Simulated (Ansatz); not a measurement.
Ga₂O₃ (from a published structure) at its r2SCAN geometry, run in the PAW code Ansatz at 3 levels of theory. Non-magnetic calculation; the starting structure is a published one, and the numbers are computed.

The PBE+SOC input:
```yaml
crystal:
  lattice:
    - [6.1273167065, -1.5195688756, 0.0024223376]
    - [6.1273167065, 1.5195688756, 0.0024223376]
    - [-1.3883634538, 0.0, 5.6399882386]
  atoms:
    - { symbol: Ga, position: [0.0905090396, 0.0905090396, 0.7947708018] }
    - { symbol: Ga, position: [0.9094909604, 0.9094909604, 0.2052291982] }
    - { symbol: Ga, position: [0.6587414105, 0.6587414105, 0.3144430204] }
    - { symbol: Ga, position: [0.3412585895, 0.3412585895, 0.6855569796] }
    - { symbol: O, position: [0.1642083157, 0.1642083157, 0.109131194] }
    - { symbol: O, position: [0.8357916843, 0.8357916843, 0.890868806] }
    - { symbol: O, position: [0.1733450762, 0.1733450762, 0.5635356637] }
    - { symbol: O, position: [0.8266549238, 0.8266549238, 0.4364643363] }
    - { symbol: O, position: [0.4962956556, 0.4962956556, 0.2562504805] }
    - { symbol: O, position: [0.5037043444, 0.5037043444, 0.7437495195] }
kpoints:
  mp_grid: { grid: [8, 8, 4] }
  band_path:
    path:
      - [0.0, 0.0, 0.0]
      - [-0.2663044417, 0.2663044417, 0.0]
      - [-0.7336955583, -0.2663044417, 0.0]
      - [-0.5, -0.5, 0.0]
      - [-0.5, -0.5, 0.5]
      - [-0.7419048309, -0.2580951691, 0.5]
      - [-0.2580951691, 0.2580951691, 0.5]
      - [0.0, 0.0, 0.5]
      - [-0.5, 0.0, 0.5]
      - [0.447917, -0.458333, -0.5]
    npoints: 1
hamiltonian:
  xc: pbe
scf:
  occupations: { method: fixed }
  n_extra_bands: 12
magnetization:
  noncollinear: true
  spin_orbit: true
output:
  forces: true
  stress: true
  eigenvalues: true
  write_density: true
  write_potential: true
  elf: true
  volumetric_format: npy
```

Main results, then, where recorded, the levels near the gap in eV from the Fermi energy (columns number the bands from 0), one row a point of the path (Γ, C, C₂, Y₂, M₂, D, D₂, A, L₂, (0.448, -0.458, -1/2)):
```
Crystal: 10 atoms, lattice volume = 105.037 Å³
Symmetry: 4 space group operations + 4 with time reversal
Magnetic group: BNS 12.59 (UNI 66)
```
```
Basis set: ecut = 420 eV, 2041 PW (Γ), FFT grids on a1−a2, a2, a3
k-points: 78 of 256
SCF 1 converged in 10 iterations: F = -18540.331295 eV  dr2 = 1.12e-8
Free energy (F): -18540.331295 eV
Fermi energy:    8.144395 eV
--- Forces (eV/Å), atoms counted from 1 ---
  atom   1  Ga      0.01089      0.00000      0.00867
  atom   2  Ga    -0.01089      0.00000    -0.00867
  atom   3  Ga    -0.02915      0.00000    -0.00214
  atom   4  Ga      0.02915      0.00000      0.00214
  atom   5  O       0.20982      0.00000      0.03208
  atom   6  O     -0.20982      0.00000    -0.03208
  atom   7  O       0.00836      0.00000    -0.05313
  atom   8  O     -0.00836      0.00000      0.05313
  atom   9  O       0.07035      0.00000      0.06119
  atom  10  O     -0.07035      0.00000    -0.06119
--- Stress (GPa, compression-positive) ---
        8.010980       0.000000       0.213089
        0.000000       8.821651       0.000000
        0.213089       0.000000       7.967082
  P = ⅓ Tr σ = 8.2666 GPa (82.666 kbar)
```

PBE+SOC gives an indirect gap of 2.37 eV, from k = (0.448, -0.458, -1/2) to Γ; the least direct gap is 2.39 eV at Γ.

Q: Another run on the same cell gave
```
Basis set: ecut = 500 eV, 2667 PW (Γ), FFT grids on a1−a2, a2, a3
k-points: 78 of 256
SCF 1 converged in 8 iterations: F = -18577.842251 eV  dr2 = 2.71e-8
Free energy (F): -18577.842251 eV
Fermi energy:    7.688998 eV
--- Forces (eV/Å), atoms counted from 1 ---
  atom   1  Ga    -0.00037      0.00000    -0.00049
  atom   2  Ga      0.00037      0.00000      0.00049
  atom   3  Ga    -0.00102      0.00000      0.00101
  atom   4  Ga      0.00102      0.00000    -0.00101
  atom   5  O       0.00087      0.00000      0.00106
  atom   6  O     -0.00087      0.00000    -0.00106
  atom   7  O       0.00015      0.00000    -0.00142
  atom   8  O     -0.00015      0.00000      0.00142
  atom   9  O       0.00031      0.00000    -0.00010
  atom  10  O     -0.00031      0.00000      0.00010
--- Stress (GPa, compression-positive) ---
        0.018921       0.000000       0.001936
        0.000000       0.008961       0.000000
        0.001941       0.000000       0.010100
  P = ⅓ Tr σ = 0.0127 GPa (0.127 kbar)
```
```tsv
band_41	band_42	band_43	band_44	band_45	band_46
-0.478	-0.273	-0.021	3.032	6.412	7.455
-0.753	-0.479	-0.143	6.504	7.252	7.711
-0.753	-0.479	-0.143	6.504	7.252	7.711
-0.653	-0.416	-0.165	5.186	5.453	6.555
-0.592	-0.591	-0.005	5.870	5.988	6.959
-0.897	-0.875	-0.640	7.686	7.776	8.431
-0.897	-0.875	-0.640	7.686	7.776	8.431
-0.630	-0.471	-0.301	5.421	5.548	7.497
-1.065	-0.737	-0.667	7.663	7.707	8.628
-0.601	-0.510	0.010	6.133	6.212	7.153
```
Which level of theory and mesh gave it?

A: It is r2SCAN, on 8×8×4; the blocks that differ from the first input, but for the band path:
```yaml
hamiltonian:
  xc: r2scan
scf:
  occupations: { method: fixed }
  n_extra_bands: 6
```
(magnetization left out)
With r2SCAN the valence top lies at k = (0.448, -0.458, -1/2) and the conduction bottom at Γ, 3.02 eV higher; the smallest vertical gap, at Γ, is 3.05 eV. The mean stress is close to zero (0.01 GPa).

HSE06. Against the first input these blocks differ (the band path and keys that only write files left aside):
```yaml
kpoints:
  mp_grid: { grid: [6, 6, 4] }
hamiltonian:
  xc: hse06
scf:
  occupations: { method: fixed }
  n_extra_bands: 6
```
(magnetization left out)

```
Basis set: ecut = 420 eV, 2041 PW (Γ), FFT grids on a1−a2, a2, a3
k-points: 47 of 144
SCF 1 stopped early in 2 iterations: F = -18540.030355 eV  dr2 = 1.41e-4
Exchange kernel: α = 0.2500, screened, ω = 0.2079 Å⁻¹, Wigner–Seitz truncation, v(0) = 1045.4928 eV·Å³, q-mesh 6×6×4
SCF 2 stopped early in 7 iterations: F = -18541.445664 eV  dr2 = 5.54e-6
hybrid outer 1: dexx = +5.046e-2 eV, tail = 2.00e-4 eV
SCF 3 converged in 6 iterations: F = -18541.443804 eV  dr2 = 4.86e-10
hybrid outer 2: dexx = +3.202e-6 eV, tail = 6.86e-8 eV, Δε = 3.17e-3 eV, ΔF = 6.21e-3 eV/Å
Free energy (F): -18541.443803 eV
Fermi energy:    6.833607 eV
--- Forces (eV/Å), atoms counted from 1 ---
  atom   1  Ga    -0.01987      0.00000    -0.00154
  atom   2  Ga      0.01987      0.00000      0.00154
  atom   3  Ga      0.01843      0.00000    -0.00893
  atom   4  Ga    -0.01843      0.00000      0.00893
  atom   5  O     -0.05518      0.00000    -0.00120
  atom   6  O       0.05518      0.00000      0.00120
  atom   7  O       0.00306      0.00000      0.01600
  atom   8  O     -0.00306      0.00000    -0.01600
  atom   9  O     -0.04950      0.00000    -0.01854
  atom  10  O       0.04950      0.00000      0.01854
--- Stress (GPa, compression-positive) ---
        0.310483       0.000000      -0.012128
        0.000000       0.224401       0.000000
       -0.012128       0.000000       0.150497
  P = ⅓ Tr σ = 0.2285 GPa (2.285 kbar)
```
```tsv
band_41	band_42	band_43	band_44	band_45	band_46
-0.463	-0.235	0.000	4.197	7.708	8.676
-0.714	-0.473	-0.202	7.713	8.510	8.940
-0.714	-0.473	-0.202	7.713	8.510	8.940
-0.576	-0.408	-0.183	6.412	6.670	7.739
-0.557	-0.510	0.000	7.128	7.250	8.233
-0.953	-0.913	-0.667	8.964	9.069	9.766
-0.953	-0.913	-0.667	8.964	9.069	9.766
-0.552	-0.374	-0.300	6.649	6.791	8.826
-1.123	-0.766	-0.703	8.941	9.001	9.980
-0.573	-0.452	0.018	7.405	7.486	8.442
```

With HSE06 the valence top lies at k = (0.448, -0.458, -1/2) and the conduction bottom at Γ, 4.18 eV higher; the smallest vertical gap, at Γ, is 4.20 eV. Least and direct gap differ so little that the kind isn't settled. The mean stress, +0.2 GPa, is small, and the program warns that its thresholds are loose for a hybrid's stress.

Small level splittings and stresses of the hybrids carry the error of their coarser meshes.

Totals of different functionals, or with and without spin-orbit coupling, can't be compared.

Only the levels marked +SOC include spin-orbit coupling.

The meshes of the hybrids are coarse, so their gaps aren't converged to the digits shown.
